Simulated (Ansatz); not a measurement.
## Ru (fcc): energy against volume

Method: Ansatz 0.2.0, DFT, r2SCAN, plane waves (500 eV) with PAW, scalar-relativistic. (PAW data from PBE, frozen cores regenerated.)

The cell is scaled uniformly from the relaxed one, with fractional coordinates and shape fixed. Energies are extrapolated to zero smearing, pressures are those at the given smearing. Magnetic state: spin not included.

A Birch-Murnaghan fit gives V₀ = 13.55 Å³/atom, B₀ = 331 GPa, B₀′ = 4.8.

What are the energy above the minimum and the pressure at 12.486 Å³/atom?

102.2 meV/atom and 33.44 GPa as computed.

What are the energy above the minimum and the pressure at 14.657 Å³/atom?

79.8 meV/atom and -21.17 GPa as computed.

What are the energy above the minimum and the pressure at 15.200 Å³/atom?

165.5 meV/atom and -28.45 GPa as computed.
